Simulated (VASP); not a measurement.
# ZnH (F-43m) in VASP: a series of runs

The runs below take ZnH through core levels, band structure, with PBE+TS, LDA.

Program: VASP 6.6.1. These are calculated values, not measurements. Logs are shortened: lines on timing, memory, paths and dates and some standing lists are left out, and cuts for length are marked.

### Step 1. Starting point

The structure is cubic, space group F-43m (No. 216). Conventional cell: a = 4.432 Å, b = 4.432 Å, c = 4.432 Å, α = 90.00°, β = 90.00°, γ = 90.00°. Zn (site symmetry -43m) is surrounded by 4 H at 1.92 Å. H (site symmetry -43m) is surrounded by 4 Zn at 1.92 Å.

The cell was built by a generator and needn't be a form met in nature.

### Step 2. Core levels, PBE+TS (volume scaled by 0.8)

Contents of INCAR:

```
SYSTEM = ZnH
  ALGO = Normal
  EDIFF = 1E-4
  ENCUT = 800
  GGA = PE
  ICORELEVEL = 1
  ISIF = 2
  ISMEAR = 0
  IVDW = 2
  LASPH = .True.
  LCHARG = .False.
  LREAL = .False.
  LWAVE = .False.
  NELM = 60
  PREC = Accurate
  SIGMA = 0.01
```

Contents of KPOINTS:

```
k-points
0
Gamma
  10 10 10
  0 0 0
```

Contents of POSCAR:

```
ZnH
1.0
    0.0000000000      2.0570964720      2.0570964720
    2.0570964720      0.0000000000      2.0570964720
    2.0570964720      2.0570964720      0.0000000000
Zn H
1 1
Direct
    0.0000000000      0.0000000000      0.0000000000
    0.2500000000      0.2500000000      0.2500000000
```

Potentials or basis: VASP PAW PBE potentials, release 64 (Zn, H_h).

Started as:

```sh
> cat potpaw_PBE.64/Zn/POTCAR potpaw_PBE.64/H_h/POTCAR > POTCAR
> mpirun -np 1 vasp_std > vasp.out
```

OUTCAR:

```text
SYSTEM = ZnH
   EDIFF = 1E-4
   ENCUT = 800
   GGA = PE
   ISIF = 2
   ISMEAR = 0
   IVDW = 2
   LASPH = .True.
   LREAL = .False.
   NELM = 60
   PREC = Accurate
  IVDW =   2

 ion  position               nearest neighbor table
   1  0.000  0.000  0.000-   2 1.78   2 1.78   2 1.78   2 1.78
   2  0.250  0.250  0.250-   1 1.78   1 1.78   1 1.78   1 1.78

  LATTYP: Found a face centered cubic cell.
 ALAT       =     4.1141929440

  Lattice vectors:

 A1 = (   0.0000000000,   2.0570964720,   2.0570964720)
 A2 = (   2.0570964720,   0.0000000000,   2.0570964720)
 A3 = (   2.0570964720,   2.0570964720,   0.0000000000)

Analysis of symmetry for initial positions (statically):
=====================================================================
 Subroutine PRICEL returns:
 Original cell was already a primitive cell.

 Routine SETGRP: Setting up the symmetry group for a
 face centered cubic supercell.

 Subroutine GETGRP returns: Found 24 space group operations
 (whereof 24 operations were pure point group operations)
 out of a pool of 48 trial point group operations.

The static configuration has the point symmetry T_d .

Analysis of symmetry for dynamics (positions and initial velocities):
=====================================================================
 Subroutine PRICEL returns:
 Original cell was already a primitive cell.

 Routine SETGRP: Setting up the symmetry group for a
 face centered cubic supercell.

 Subroutine GETGRP returns: Found 24 space group operations
 (whereof 24 operations were pure point group operations)
 out of a pool of 48 trial point group operations.

The dynamic configuration has the point symmetry T_d .

 Subroutine INISYM returns: Found 24 space group operations
 (whereof 24 operations are pure point group operations),
 and found     1 'primitive' translations

----------------------------------------------------------------------------------------

                                     Primitive cell

  volume of cell :      17.4098

  direct lattice vectors                    reciprocal lattice vectors
     0.000000000  2.057096472  2.057096472    -0.243061036  0.243061036  0.243061036
     2.057096472  0.000000000  2.057096472     0.243061036 -0.243061036  0.243061036
     2.057096472  2.057096472  0.000000000     0.243061036  0.243061036 -0.243061036

  length of vectors
     2.909173730  2.909173730  2.909173730     0.420994064  0.420994064  0.420994064

  position of ions in fractional coordinates (direct lattice)
     0.000000000  0.000000000  0.000000000
     0.250000000  0.250000000  0.250000000

  ion indices of the primitive-cell ions
   primitive index   ion index
                 1           1
                 2           2

----------------------------------------------------------------------------------------

 KPOINTS: k-points

Automatic generation of k-mesh.
 Grid dimensions read from file:
 generate k-points for:   10   10   10

 Generating k-lattice:

  Cartesian coordinates                     Fractional coordinates (reciprocal lattice)
    -0.024306104  0.024306104  0.024306104     0.100000000  0.000000000  0.000000000
     0.024306104 -0.024306104  0.024306104     0.000000000  0.100000000  0.000000000
     0.024306104  0.024306104 -0.024306104     0.000000000  0.000000000  0.100000000

  Length of vectors
     0.042099406  0.042099406  0.042099406

  Shift w.r.t. Gamma in fractional coordinates (k-lattice)
     0.000000000  0.000000000  0.000000000

 Subroutine IBZKPT returns following result:
 ===========================================

 Found     47 irreducible k-points:

 Following reciprocal coordinates:
            Coordinates               Weight
  0.000000  0.000000  0.000000      1.000000
  0.100000  0.000000  0.000000      8.000000
  0.200000  0.000000  0.000000      8.000000
  0.300000  0.000000  0.000000      8.000000
  0.400000  0.000000  0.000000      8.000000
  0.500000  0.000000  0.000000      4.000000
[... 16 lines left out ...]
  0.300000  0.300000  0.000000      6.000000
  0.400000  0.300000  0.000000     24.000000
 [... further k-points ...]
   k-points           NKPTS =     47   k-points in BZ     NKDIM =     47   number of bands    NBANDS=     10
   number of dos      NEDOS =    301   number of ions     NIONS =      2
   total plane-waves  NPLWV =  21952
   dimension x,y,z NGX =    28 NGY =   28 NGZ =   28
   dimension x,y,z NGXF=    56 NGYF=   56 NGZF=   56
   ions per type =               1   1
   NGX,Y,Z   is equivalent  to a cutoff of  16.00, 16.00, 16.00 a.u.
   NGXF,Y,Z  is equivalent  to a cutoff of  32.00, 32.00, 32.00 a.u.
 SYSTEM =  ZnH
   PREC   = accura    normal or accurate (medium, high low for compatibility)
   ISTART =      0    job   : 0-new  1-cont  2-samecut
   ICHARG =      2    charge: 1-file 2-atom 10-const
   ISPIN  =      1    spin polarized calculation?
   LNONCOLLINEAR =      F non collinear calculations
   LSORBIT =      F    spin-orbit coupling
   LASPH  =      T    aspherical Exc in radial PAW
   ENCUT  =  800.0 eV  58.80 Ry    7.67 a.u.   6.71  6.71  6.71*2*pi/ulx,y,z
   NELM   =     60;   NELMIN=  2; NELMDL= -5     # of ELM steps
   EDIFF  = 0.1E-03   stopping-criterion for ELM
   LREAL  =      F    real-space projection
   EDIFFG = 0.1E-02   stopping-criterion for IOM
   NSW    =      0    number of steps for IOM
   IBRION =     -1    ionic relax: 0-MD 1-quasi-New 2-CG
   NFREE  =      0    steps in history (QN), initial steepest desc. (CG)
   ISIF   =      2    stress and relaxation
   ISYM   =      2    0-nonsym 1-usesym 2-fastsym
   POTIM  = 0.5000    time-step for ionic-motion
   TEBEG  =    0.0;   TEEND  =   0.0 temperature during run
   PSTRESS=    0.0 pullay stress
   NELECT =      13.0000    total number of electrons
   NUPDOWN=      -1.0000    fix difference up-down
   EMIN   =  10.00;   EMAX   =-10.00  energy-range for DOS
   EFERMI =   0.00;   METHOD = LEGACY
   ISMEAR =     0;   SIGMA  =   0.01  broadening in eV -4-tet -1-fermi 0-gaus
   EFERMI_NEDOS =   21; number of points for ismear=-14 and -15
   IALGO  =     38    algorithm
   IMIX   =      4    mixing-type and parameters
     AMIX     =   0.40;   BMIX     =  1.00
     AMIX_MAG =   1.60;   BMIX_MAG =  1.00
  volume/ion in A,a.u.               =       8.70        58.74
  Fermi-wavevector in a.u.,A,eV,Ry     =   1.485222  2.806662 30.012868  2.205884
  Thomas-Fermi vector in A             =   2.598660
   LORBIT       =      0    0 simple, 1 ext, 2 COOP (PROOUT), +10 PAW based schemes
   GGA     = PE    functional components
   LHFCALC =     F    Hartree Fock is set to
   AEXX    =    0.0000 exact exchange contribution
   IVDW    =     2    specifies the selected vdW correction
   LEPSILON=     F    determine dielectric tensor
   LRPA    =     F    only Hartree local field effects (RPA)
 non-spin polarized calculation
 Gauss-broadening in eV      SIGMA  =   0.01
  energy-cutoff  :      800.00
  volume of cell :       17.41
 maximum number of plane-waves:       934
   NGX = 13   NGY = 13   NGZ = 13

 number of electron      13.0000000 magnetization

 Free energy of the ion-electron system (eV)
  ---------------------------------------------------
  ext. energy  EPLUGINS =         0.00000000
  ---------------------------------------------------
  free energy    TOTEN  =        -3.32510005 eV

  energy without entropy =       -3.32494473  energy(sigma->0) =       -3.32502239

 the core state eigenenergies are
   1-  1s  -9518.7874  2s  -1152.3717  2p   -998.0214  3s   -123.3289  3p    -77.4862

   2-

 E-fermi :   3.8347     XC(G=0): -11.5507

 val. band max:        3.8272025643   @ k =  -0.4000   0.4000   0.1000
 cond. band min:       3.8928878592   @ k =   0.5000   0.3000   0.0000
 fundamental gap:      0.0656852949
 Fermi energy:         3.8346588711

 k-point     1 :       0.0000    0.0000    0.0000
  band No.  band energies     occupation
      1      -9.1056      2.00000
      2      -4.4952      2.00000
      3      -4.4952      2.00000
      4      -4.4952      2.00000
      5      -4.1142      2.00000
      6      -4.1142      2.00000
      7      10.9330      0.00000
      8      18.8126      0.00000
      9      18.8126      0.00000
     10      18.8126      0.00000

 k-point     2 :       0.1000    0.0000    0.0000
  band No.  band energies     occupation
      1      -8.8622      2.00000
      2      -4.5238      2.00000
      3      -4.4671      2.00000
      4      -4.4671      2.00000
      5      -4.1207      2.00000
      6      -4.1207      2.00000
      7      10.3947      0.00000
      8      16.0055      0.00000
      9      17.8528      0.00000
     10      17.8528      0.00000

 k-point     3 :       0.2000    0.0000    0.0000
  band No.  band energies     occupation
      1      -8.1745      2.00000
      2      -4.5492      2.00000
      3      -4.4178      2.00000
      4      -4.4178      2.00000
      5      -4.1115      2.00000
      6      -4.1115      2.00000
      7       8.2901      0.00000
      8      14.1132      0.00000
      9      16.7493      0.00000
     10      16.7493      0.00000
[... 222 lines left out ...]
 k-point    21 :      -0.3000    0.2000    0.0000
  band No.  band energies     occupation
      1      -6.3080      2.00000
      2      -4.5476      2.00000
      3      -4.3594      2.00000
      4      -4.2768      2.00000
      5      -4.0901      2.00000
      6      -2.9208      2.00000
      7       3.7472      2.00000
      8       8.0172      0.00000
      9      14.6315      0.00000
     10      14.7880      0.00000

 k-point    22 :      -0.2000    0.2000    0.0000
  band No.  band energies     occupation
      1      -6.9296      2.00000
      2      -4.5977      2.00000
      3      -4.3858      2.00000
      4      -4.2627      2.00000
      5      -4.2154      2.00000
      6      -3.6725      2.00000
      7       6.0831      0.00000
      8       9.0638      0.00000
      9      15.6368      0.00000
     10      16.4721      0.00000

 k-point    23 :       0.3000    0.3000    0.0000
  band No.  band energies     occupation

------------------------ aborting loop because EDIFF is reached ----------------------------------------

  Hirshfeld charges:
            ion         q(e)
   ------------------------------
      1     Zn       0.11557280
      2     H       -0.11557280

  Tkatchenko/Scheffler method for vdW energy calculation

  Number of pair interactions contributing to vdW energy:   90312

  Edisp (eV):   -0.48146

  FORCE on cell =-STRESS in cart. coord.  units (eV):
  Direction    XX          YY          ZZ          XY          YZ          ZX
  --------------------------------------------------------------------------------------
  -------------------------------------------------------------------------------------
  Total       1.60287     1.60287     1.60287     0.00000     0.00000     0.00000
  in kB     147.50770   147.50770   147.50770     0.00000     0.00000     0.00000
  external pressure =      147.51 kB  Pullay stress =        0.00 kB

 VOLUME and BASIS-vectors are now :
 -----------------------------------------------------------------------------
  energy-cutoff  :      800.00
  volume of cell :       17.41
      direct lattice vectors                 reciprocal lattice vectors
     0.000000000  2.057096472  2.057096472    -0.243061036  0.243061036  0.243061036
     2.057096472  0.000000000  2.057096472     0.243061036 -0.243061036  0.243061036
     2.057096472  2.057096472  0.000000000     0.243061036  0.243061036 -0.243061036

 POSITION                                       TOTAL-FORCE (eV/Angst)
 -----------------------------------------------------------------------------------
      0.00000      0.00000      0.00000         0.000000      0.000000     -0.000000
      1.02855      1.02855      1.02855        -0.000000     -0.000000      0.000000
 -----------------------------------------------------------------------------------
    total drift:                                0.000000      0.000000      0.000000

  FREE ENERGIE OF THE ION-ELECTRON SYSTEM (eV)
  ---------------------------------------------------
  free  energy   TOTEN  =        -3.8065612801 eV

  energy  without entropy=       -3.8064059588  energy(sigma->0) =       -3.80648362
```

Run time: 14 s. Hardware: 1 thread of Intel Xeon Platinum 8488C (Sapphire Rapids), shared host; peak memory 0.16 GiB.

The run converged, but some of its settings lie outside the range that counts as converged (typed here: ENCUT = 800; EDIFF = 0.0001), so its numbers aren't taken as properties of the crystal.

Results:

- Free energy: -3.8066 eV
- Band gap on the k mesh: none (metal or under the smearing width)
- Hirshfeld charges: Zn +0.12; H -0.12 e
- Dispersion energy per atom: -0.241 eV

Caveat: the cutoff is under 1.25 times the usual one of these potentials, so pressure, stress and relaxed cells hold a basis-set (Pulay) error; atom-pairwise D2, TS and ULG terms overbind metals; pairwise dispersion overbinds metals, which lowers pressure and volume.

### Step 3. Band structure, LDA

Contents of INCAR:

```
SYSTEM = ZnH
  PREC = Accurate
  ENCUT = 520
  EDIFF = 1E-6
  ISMEAR = -1
  SIGMA = 0.05
  LREAL = .FALSE.
  LASPH = .TRUE.
  NELM = 100
  ALGO = Normal
  ISIF = 2
  LWAVE = .FALSE.
  LCHARG = .FALSE.
  GGA = CA
  NBANDS = 14
```

Contents of KPOINTS:

```
regular mesh
0
G
  10 10 10
  0 0 0
```

Contents of POSCAR:

```
ZnH
1.0
    0.0000000000      2.2159400000      2.2159400000
    2.2159400000      0.0000000000      2.2159400000
    2.2159400000      2.2159400000      0.0000000000
Zn H
1 1
Direct
    0.0000000000      0.0000000000      0.0000000000
    0.2500000000      0.2500000000      0.2500000000
```

Contents of KPOINTS_OPT:

```
path GXWKGLUWLK,UX
20
line-mode
reciprocal
 0.0000000000  0.0000000000  0.0000000000  G
 0.5000000000  0.0000000000  0.5000000000  X

 0.5000000000  0.0000000000  0.5000000000  X
 0.5000000000  0.2500000000  0.7500000000  W

 0.5000000000  0.2500000000  0.7500000000  W
 0.3750000000  0.3750000000  0.7500000000  K

 0.3750000000  0.3750000000  0.7500000000  K
 0.0000000000  0.0000000000  0.0000000000  G

 0.0000000000  0.0000000000  0.0000000000  G
 0.5000000000  0.5000000000  0.5000000000  L

 0.5000000000  0.5000000000  0.5000000000  L
 0.6250000000  0.2500000000  0.6250000000  U

 0.6250000000  0.2500000000  0.6250000000  U
 0.5000000000  0.2500000000  0.7500000000  W

 0.5000000000  0.2500000000  0.7500000000  W
 0.5000000000  0.5000000000  0.5000000000  L

 0.5000000000  0.5000000000  0.5000000000  L
 0.3750000000  0.3750000000  0.7500000000  K

 0.6250000000  0.2500000000  0.6250000000  U
 0.5000000000  0.0000000000  0.5000000000  X
```

Potentials or basis: VASP PAW LDA potentials, release 64 (Zn, H).

Started as:

```sh
> cat potpaw_LDA.64/Zn/POTCAR potpaw_LDA.64/H/POTCAR > POTCAR
> mpirun -np 1 vasp_std > vasp.out
```

It took 10 s on 1 thread of Intel Xeon 6975P-C (Granite Rapids), shared host; peak memory 0.14 GiB.

Results (log left out):

```yaml
Free_energy: -4.4515 eV
Pressure: -4.9 GPa
Band_gap_along_the_path: none (metal or under the smearing width)
```

Levels at the corners of the path, in eV from the Fermi level:
| point | band 3 | band 4 | band 5 | band 6 | band 7 | band 8 | band 9 | band 10 | band 11 | band 12 |
| --- | --- | --- | --- | --- | --- | --- | --- | --- | --- | --- |
| Γ | -7.57 | -7.57 | -7.32 | -7.32 | 6.58 | 12.68 | 12.68 | 12.68 | 14.99 | 14.99 |
| X | -7.17 | -7.16 | -7.16 | -4.62 | -0.63 | 5.33 | 5.33 | 5.55 | 9.28 | 23.67 |
| X | -7.17 | -7.16 | -7.16 | -4.62 | -0.63 | 5.33 | 5.33 | 5.55 | 9.28 | 23.67 |
| W | -7.53 | -7.30 | -7.16 | -3.62 | 0.04 | 1.17 | 2.44 | 12.83 | 15.72 | 16.21 |
| W | -7.53 | -7.30 | -7.16 | -3.62 | 0.04 | 1.17 | 2.44 | 12.83 | 15.72 | 16.21 |
| K | -7.42 | -7.27 | -7.21 | -3.99 | -0.46 | 0.87 | 6.42 | 7.86 | 14.86 | 19.85 |
| K | -7.42 | -7.27 | -7.21 | -3.99 | -0.46 | 0.87 | 6.42 | 7.86 | 14.86 | 19.85 |
| Γ | -7.57 | -7.57 | -7.32 | -7.32 | 6.58 | 12.68 | 12.68 | 12.68 | 14.99 | 14.99 |
| Γ | -7.57 | -7.57 | -7.32 | -7.32 | 6.58 | 12.68 | 12.68 | 12.68 | 14.99 | 14.99 |
| L | -7.54 | -7.18 | -7.18 | -5.37 | -2.75 | 8.33 | 10.01 | 10.01 | 14.17 | 14.17 |
| L | -7.54 | -7.18 | -7.18 | -5.37 | -2.75 | 8.33 | 10.01 | 10.01 | 14.17 | 14.17 |
| U | -7.42 | -7.27 | -7.21 | -3.99 | -0.46 | 0.87 | 6.42 | 7.86 | 14.86 | 19.85 |
| U | -7.42 | -7.27 | -7.21 | -3.99 | -0.46 | 0.87 | 6.42 | 7.86 | 14.86 | 19.85 |
| W | -7.53 | -7.30 | -7.16 | -3.62 | 0.04 | 1.17 | 2.44 | 12.83 | 15.72 | 16.21 |
| W | -7.53 | -7.30 | -7.16 | -3.62 | 0.04 | 1.17 | 2.44 | 12.83 | 15.72 | 16.21 |
| L | -7.54 | -7.18 | -7.18 | -5.37 | -2.75 | 8.33 | 10.01 | 10.01 | 14.17 | 14.17 |
| L | -7.54 | -7.18 | -7.18 | -5.37 | -2.75 | 8.33 | 10.01 | 10.01 | 14.17 | 14.17 |
| K | -7.42 | -7.27 | -7.21 | -3.99 | -0.46 | 0.87 | 6.42 | 7.86 | 14.86 | 19.85 |
| U | -7.42 | -7.27 | -7.21 | -3.99 | -0.46 | 0.87 | 6.42 | 7.86 | 14.86 | 19.85 |
| X | -7.17 | -7.16 | -7.16 | -4.62 | -0.63 | 5.33 | 5.33 | 5.55 | 9.28 | 23.67 |

### Step 4. The reference run

An earlier run on the cell as given: functional PBE; potentials or basis VASP PAW PBE potentials, release 64 (Zn, H); cutoff 520 eV; k mesh 10 × 10 × 10; occupations fermi-dirac, width 0.05 eV; no spin polarisation.

* Pressure: 0.3 GPa
* Band gap on the k mesh: none (metal or under the smearing width)
